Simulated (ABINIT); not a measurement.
Ta:

```xyz
2
Lattice="2.9004 0.0000 0.0000 -1.4502 2.5118 0.0000 0.0000 0.0000 5.1663" Properties=species:S:1:pos:R:3 pbc="T T T"
Ta    0.0000    1.6745    1.2916
Ta    1.4502    0.8373    3.8747
```

This isn't the form of Ta at room conditions, which is bcc.

Base run:

```yaml
Program: ABINIT 10.8.3 (patched build)
Functional: SCAN
Potentials_or_basis: JTH PAW PBE v2.0
Cutoff: 626 eV
k_mesh: 11 × 11 × 5
Occupations: fermi-dirac, width 0.05 eV
Spin: no spin polarisation
```

Its results: band gap on the k mesh none (metal or under the smearing width); pressure -8.2 GPa.

After a change of settings the same cell gave: band gap on the k mesh none (metal or under the smearing width); pressure 0.8 GPa. Which change was it?
A. functional from SCAN to PW91
B. functional from SCAN to RPBE
C. functional from SCAN to PBEsol
D. functional from SCAN to revPBE

D.

Caveats: the PAW data sets were made with another functional, which shifts forces and pressure a little.
